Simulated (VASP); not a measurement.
# TaC (Fm-3m) in VASP: notebook

Runs on TaC. Level: PBE. Tasks: relaxation of cell and atoms.

Program: VASP 6.6.1. These are calculated values, not measurements. Logs are shortened: lines on timing, memory, paths and dates and some standing lists are left out, and cuts for length are marked.

**1. The crystal as given**

Symmetry: Fm-3m, No. 225, cubic system. The conventional cell has a = 4.446 Å, b = 4.446 Å, c = 4.446 Å, α = 90.00°, β = 90.00°, γ = 90.00°. Ta (site symmetry m-3m) is surrounded by 6 C at 2.22 Å. C (site symmetry m-3m) is surrounded by 6 Ta at 2.22 Å.

**2. Relaxation of cell and atoms, PBE, non-collinear spin, zero start, spin-orbit coupling**

File INCAR:

```
ALGO = Fast ; EDIFF = 1E-7
EDIFFG = -0.002 ; ENCUT = 520
GGA = PE ; GGA_COMPAT = False
IBRION = 2 ; ISIF = 3
ISMEAR = 0 ; KPAR = 4
LASPH = True ; LCHARG = False
LMAXMIX = 4 ; LORBIT = 11
LREAL = False ; LSORBIT = True
LWAVE = False ; MAGMOM = 0 0 0 0 0 0
NELM = 60 ; NSW = 80
PREC = Accurate ; SIGMA = 0.1
```

File KPOINTS:

```
k-points
0
Gamma
  16 16 16
```

File POSCAR:

```
TaC
1.0
    0.0000000000      2.2230000000      2.2230000000
    2.2230000000      0.0000000000      2.2230000000
    2.2230000000      2.2230000000      0.0000000000
Ta C
1 1
Direct
    0.0000000000      0.0000000000      0.0000000000
    0.5000000000      0.5000000000      0.5000000000
```

Potentials or basis: VASP PAW PBE potentials, release 64 (Ta_pv, C).

Launch:

```sh
$ cat potpaw_PBE.64/Ta_pv/POTCAR potpaw_PBE.64/C/POTCAR > POTCAR
$ mpirun -np 4 vasp_ncl > vasp.out
```

OUTCAR:

```text
EDIFF = 1E-7
   EDIFFG = -0.002
   ENCUT = 520
   GGA = PE
   IBRION = 2
   ISIF = 3
   ISMEAR = 0
   LASPH = True
   LORBIT = 11
   LREAL = False
   LSORBIT = True
   NELM = 60
   NSW = 80
   PREC = Accurate

 ion  position               nearest neighbor table
   1  0.000  0.000  0.000-   2 2.22   2 2.22   2 2.22   2 2.22   2 2.22   2 2.22
   2  0.500  0.500  0.500-   1 2.22   1 2.22   1 2.22   1 2.22   1 2.22   1 2.22

  LATTYP: Found a face centered cubic cell.
 ALAT       =     4.4460000000

  Lattice vectors:

 A1 = (   0.0000000000,   2.2230000000,   2.2230000000)
 A2 = (   2.2230000000,   0.0000000000,   2.2230000000)
 A3 = (   2.2230000000,   2.2230000000,   0.0000000000)

Analysis of symmetry for initial positions (statically):
=====================================================================
 Subroutine PRICEL returns:
 Original cell was already a primitive cell.

 Routine SETGRP: Setting up the symmetry group for a
 face centered cubic supercell.

 Subroutine GETGRP returns: Found 48 space group operations
 (whereof 48 operations were pure point group operations)
 out of a pool of 48 trial point group operations.

The static configuration has the point symmetry O_h .

Analysis of symmetry for dynamics (positions and initial velocities):
=====================================================================
 Subroutine PRICEL returns:
 Original cell was already a primitive cell.

 Routine SETGRP: Setting up the symmetry group for a
 face centered cubic supercell.

 Subroutine GETGRP returns: Found 48 space group operations
 (whereof 48 operations were pure point group operations)
 out of a pool of 48 trial point group operations.

The dynamic configuration has the point symmetry O_h .

Analysis of structural, dynamic, and magnetic symmetry:
=====================================================================
 Subroutine PRICEL returns:
 Original cell was already a primitive cell.

 Routine SETGRP: Setting up the symmetry group for a
 face centered cubic supercell.

 Subroutine GETGRP returns: Found 48 space group operations
 (whereof 48 operations were pure point group operations)
 out of a pool of 48 trial point group operations.

The overall configuration has the point symmetry O_h .

 Subroutine INISYM returns: Found 48 space group operations
 (whereof 48 operations are pure point group operations),
 and found     1 'primitive' translations

----------------------------------------------------------------------------------------

                                     Primitive cell

  volume of cell :      21.9709

  direct lattice vectors                    reciprocal lattice vectors
     0.000000000  2.223000000  2.223000000    -0.224921278  0.224921278  0.224921278
     2.223000000  0.000000000  2.223000000     0.224921278 -0.224921278  0.224921278
     2.223000000  2.223000000  0.000000000     0.224921278  0.224921278 -0.224921278

  length of vectors
     3.143796749  3.143796749  3.143796749     0.389575080  0.389575080  0.389575080

  position of ions in fractional coordinates (direct lattice)
     0.000000000  0.000000000  0.000000000
     0.500000000  0.500000000  0.500000000

  ion indices of the primitive-cell ions
   primitive index   ion index
                 1           1
                 2           2

----------------------------------------------------------------------------------------

 KPOINTS: k-points

Automatic generation of k-mesh.
 Grid dimensions read from file:
 generate k-points for:   16   16   16

 Generating k-lattice:

  Cartesian coordinates                     Fractional coordinates (reciprocal lattice)
    -0.014057580  0.014057580  0.014057580     0.062500000  0.000000000  0.000000000
     0.014057580 -0.014057580  0.014057580     0.000000000  0.062500000  0.000000000
     0.014057580  0.014057580 -0.014057580     0.000000000  0.000000000  0.062500000

  Length of vectors
     0.024348443  0.024348443  0.024348443

  Shift w.r.t. Gamma in fractional coordinates (k-lattice)
     0.000000000  0.000000000  0.000000000

 Subroutine IBZKPT returns following result:
 ===========================================

 Found    145 irreducible k-points:
[... 40 lines left out ...]
   ISPIN  =      1    spin polarized calculation?
   LNONCOLLINEAR =      T non collinear calculations
   LSORBIT =      T    spin-orbit coupling
   LASPH  =      T    aspherical Exc in radial PAW
   ENCUT  =  520.0 eV  38.22 Ry    6.18 a.u.   5.85  5.85  5.85*2*pi/ulx,y,z
   NELM   =     60;   NELMIN=  2; NELMDL= -5     # of ELM steps
   EDIFF  = 0.1E-06   stopping-criterion for ELM
   LREAL  =      F    real-space projection
   EDIFFG = -.2E-02   stopping-criterion for IOM
   NSW    =     80    number of steps for IOM
   IBRION =      2    ionic relax: 0-MD 1-quasi-New 2-CG
   NFREE  =      1    steps in history (QN), initial steepest desc. (CG)
   ISIF   =      3    stress and relaxation
   ISYM   =      2    0-nonsym 1-usesym 2-fastsym
   POTIM  = 0.5000    time-step for ionic-motion
   TEBEG  =    0.0;   TEEND  =   0.0 temperature during run
   PSTRESS=    0.0 pullay stress
   NELECT =      15.0000    total number of electrons
   NUPDOWN=      -1.0000    fix difference up-down
   EMIN   =  10.00;   EMAX   =-10.00  energy-range for DOS
   EFERMI =   0.00;   METHOD = LEGACY
   ISMEAR =     0;   SIGMA  =   0.10  broadening in eV -4-tet -1-fermi 0-gaus
   EFERMI_NEDOS =   21; number of points for ismear=-14 and -15
   IALGO  =     68    algorithm
   IMIX   =      4    mixing-type and parameters
     AMIX     =   0.40;   BMIX     =  1.00
     AMIX_MAG =   1.60;   BMIX_MAG =  1.00
  volume/ion in A,a.u.               =      10.99        74.13
  Fermi-wavevector in a.u.,A,eV,Ry     =   1.441526  2.724089 28.272865  2.077997
  Thomas-Fermi vector in A             =   2.560148
   LORBIT       =     11    0 simple, 1 ext, 2 COOP (PROOUT), +10 PAW based schemes
   GGA     = PE    functional components
   LHFCALC =     F    Hartree Fock is set to
   AEXX    =    0.0000 exact exchange contribution
   IVDW    =     0    specifies the selected vdW correction
   LEPSILON=     F    determine dielectric tensor
   LRPA    =     F    only Hartree local field effects (RPA)
 conjugate gradient relaxation of ions
 RMM-DIIS sequential band-by-band and
 Gauss-broadening in eV      SIGMA  =   0.10
  energy-cutoff  :      520.00
  volume of cell :       21.97
 maximum number of plane-waves:      1218
   NGX = 11   NGY = 11   NGZ = 11

--------------------------------------- Ionic step        1  -------------------------------------------

 number of electron      15.0000001 magnetization      -0.0000000      0.0000000      0.0000000

 number of electron      15.0000001 magnetization      -0.0000000     -0.0000000     -0.0000000

 number of electron      15.0000001 magnetization      -0.0000000      0.0000000     -0.0000000

 number of electron      15.0000001 magnetization       0.0000000      0.0000000      0.0000000

 Free energy of the ion-electron system (eV)
  ---------------------------------------------------
  ext. energy  EPLUGINS =         0.00000000
  ---------------------------------------------------
  free energy    TOTEN  =       -22.84965472 eV

  energy without entropy =      -22.84791757  energy(sigma->0) =      -22.84878615

------------------------ aborting loop because EDIFF is reached ----------------------------------------

  FORCE on cell =-STRESS in cart. coord.  units (eV):
  Direction    XX          YY          ZZ          XY          YZ          ZX
  --------------------------------------------------------------------------------------
  -------------------------------------------------------------------------------------
  Total        1.0646017      1.0646017      1.0646017      0.0000000      0.0000000      0.0000000
  in kB       77.6335369     77.6335369     77.6335369      0.0000000      0.0000000      0.0000000
  external PRESSURE =      77.6335369 kB  Pullay stress =       0.0000000 kB
[... 105 lines left out ...]
 number of electron      14.9999998 magnetization      -0.0000000     -0.0000000      0.0000000

 number of electron      14.9999998 magnetization      -0.0000000      0.0000000      0.0000000

 Free energy of the ion-electron system (eV)
  ---------------------------------------------------
  ext. energy  EPLUGINS =         0.00000000
  ---------------------------------------------------
  free energy    TOTEN  =       -22.86169017 eV

  energy without entropy =      -22.85991459  energy(sigma->0) =      -22.86080238

 E-fermi :   8.1901     XC(G=0): -13.1174

 val. band max:        8.1641639229   @ k =   0.4375   0.1875   0.0625
 cond. band min:       8.2095063797   @ k =   0.1250   0.0625   0.0000
 fundamental gap:      0.0453424568
 Fermi energy:         8.1901421494

 k-point     1 :       0.0000    0.0000    0.0000
  band No.  band energies     occupation
      1     -32.2905      1.00000
      2     -32.2905      1.00000
      3     -24.3844      1.00000
      4     -24.3844      1.00000
      5     -24.3844      1.00000
      6     -24.3844      1.00000
[... 589 lines left out ...]
     21       9.8280      0.00000
     22       9.8280      0.00000

 [... further k-points ...]

------------------------ aborting loop because EDIFF is reached ----------------------------------------

  FORCE on cell =-STRESS in cart. coord.  units (eV):
  Direction    XX          YY          ZZ          XY          YZ          ZX
  --------------------------------------------------------------------------------------
  -------------------------------------------------------------------------------------
  Total        0.0034998      0.0034998      0.0034998     -0.0000000      0.0000000      0.0000000
  in kB        0.2494557      0.2494557      0.2494557     -0.0000000      0.0000000      0.0000000
  external PRESSURE =       0.2494557 kB  Pullay stress =       0.0000000 kB
[... 17 lines left out ...]
  FREE ENERGIE OF THE ION-ELECTRON SYSTEM (eV)
  ---------------------------------------------------
  free  energy   TOTEN  =       -22.8616901750 eV

  energy  without entropy=      -22.8599145934  energy(sigma->0) =      -22.86080238

 reached required accuracy - stopping structural energy minimisation

 Spin-Orbit-Coupling matrix elements

 Ion:    1  E_soc:     -1.2938614
 l=   1
     0.0000000    -0.2017226    -0.2017226
    -0.2017226     0.0000000    -0.2017226
    -0.2017226    -0.2017226     0.0000000
 l=   2
     0.0000000    -0.0030314     0.0000000    -0.0030314    -0.0108895
    -0.0030314     0.0000000    -0.0081671    -0.0030314    -0.0027224
     0.0000000    -0.0081671     0.0000000    -0.0081671     0.0000000
    -0.0030314    -0.0030314    -0.0081671     0.0000000    -0.0027224
    -0.0108895    -0.0027224     0.0000000    -0.0027224     0.0000000
 l=   3
     0.0000000     0.0000000     0.0000000     0.0000000     0.0000000     0.0000000     0.0000000
     0.0000000     0.0000000     0.0000000     0.0000000     0.0000000     0.0000000     0.0000000
     0.0000000     0.0000000     0.0000000     0.0000000     0.0000000     0.0000000     0.0000000
     0.0000000     0.0000000     0.0000000     0.0000000     0.0000000     0.0000000     0.0000000
     0.0000000     0.0000000     0.0000000     0.0000000     0.0000000     0.0000000     0.0000000
     0.0000000     0.0000000     0.0000000     0.0000000     0.0000000     0.0000000     0.0000000
     0.0000000     0.0000000     0.0000000     0.0000000     0.0000000     0.0000000     0.0000000

 Ion:    2  E_soc:     -0.0002277
 l=   1
     0.0000000    -0.0000379    -0.0000379
    -0.0000379     0.0000000    -0.0000379
    -0.0000379    -0.0000379     0.0000000
 l=   2
     0.0000000     0.0000000     0.0000000     0.0000000     0.0000000
     0.0000000     0.0000000     0.0000000     0.0000000     0.0000000
     0.0000000     0.0000000     0.0000000     0.0000000     0.0000000
     0.0000000     0.0000000     0.0000000     0.0000000     0.0000000
     0.0000000     0.0000000     0.0000000     0.0000000     0.0000000
 l=   3
     0.0000000     0.0000000     0.0000000     0.0000000     0.0000000     0.0000000     0.0000000
     0.0000000     0.0000000     0.0000000     0.0000000     0.0000000     0.0000000     0.0000000
     0.0000000     0.0000000     0.0000000     0.0000000     0.0000000     0.0000000     0.0000000
     0.0000000     0.0000000     0.0000000     0.0000000     0.0000000     0.0000000     0.0000000
     0.0000000     0.0000000     0.0000000     0.0000000     0.0000000     0.0000000     0.0000000
     0.0000000     0.0000000     0.0000000     0.0000000     0.0000000     0.0000000     0.0000000
     0.0000000     0.0000000     0.0000000     0.0000000     0.0000000     0.0000000     0.0000000

 total charge

# of ion       s       p       d       tot
------------------------------------------
    1        0.298   6.264   2.372   8.934
    2        0.864   1.572   0.000   2.435
--------------------------------------------------
tot          1.161   7.836   2.372  11.370

 magnetization (x)

# of ion       s       p       d       tot
------------------------------------------
    1       -0.000  -0.000  -0.000  -0.000
    2        0.000   0.000   0.000   0.000
--------------------------------------------------
tot         -0.000   0.000  -0.000   0.000

 magnetization (y)

# of ion       s       p       d       tot
------------------------------------------
    1        0.000   0.000   0.000   0.000
    2        0.000  -0.000   0.000  -0.000
--------------------------------------------------
tot          0.000  -0.000   0.000  -0.000

 magnetization (z)

# of ion       s       p       d       tot
------------------------------------------
    1       -0.000   0.000   0.000   0.000
    2        0.000  -0.000   0.000  -0.000
--------------------------------------------------
tot         -0.000  -0.000   0.000  -0.000
```

It took 62 s on 4 MPI ranks of Intel Xeon 6975P-C (Granite Rapids), shared host; peak memory 0.29 GiB.

What came out:

* Free energy: -22.8617 eV
* Relaxed volume: 11.24 Å³/atom
* Relaxed cell: a = 3.168 Å, b = 3.168 Å, c = 3.168 Å, α = 60.00°, β = 60.00°, γ = 60.00°
* Space group after relaxing (to 0.05 Å): Fm-3m (No. 225)
* Energy gained by relaxing: 6.0 meV/atom
* Ionic steps: 4
* Pressure after relaxing: 0.0 GPa
* Net moment: 0.00 μB per cell
* Valence electrons inside the program's atomic spheres: Ta 8.93; C 2.44

The path:
```
step  energy change (eV)  largest force (eV/Å)  pressure (GPa)  volume (Å³)
   1              0.0000                0.0000            7.76        21.97
   2              0.0496                0.0000          -15.34        23.71
   3             -0.0120                0.0000           -0.12        22.49
   4             -0.0120                0.0000            0.02        22.48
```

Final structure:
```
CELL_PARAMETERS angstrom
0.00000 2.23997 2.23997
2.23997 0.00000 2.23997
2.23997 2.23997 0.00000
ATOMIC_POSITIONS crystal
Ta 0.00000 0.00000 0.00000
C 0.50000 0.50000 0.50000
```

Moments on the atoms (μB; x, y, z):
```
Ta  0.00 0.00 0.00
C   0.00 0.00 0.00
```

PBE usually gives volumes a little too large and moduli too small. Zero-point motion and thermal expansion aren't in these numbers.

(Continued in part 2 of 2.)
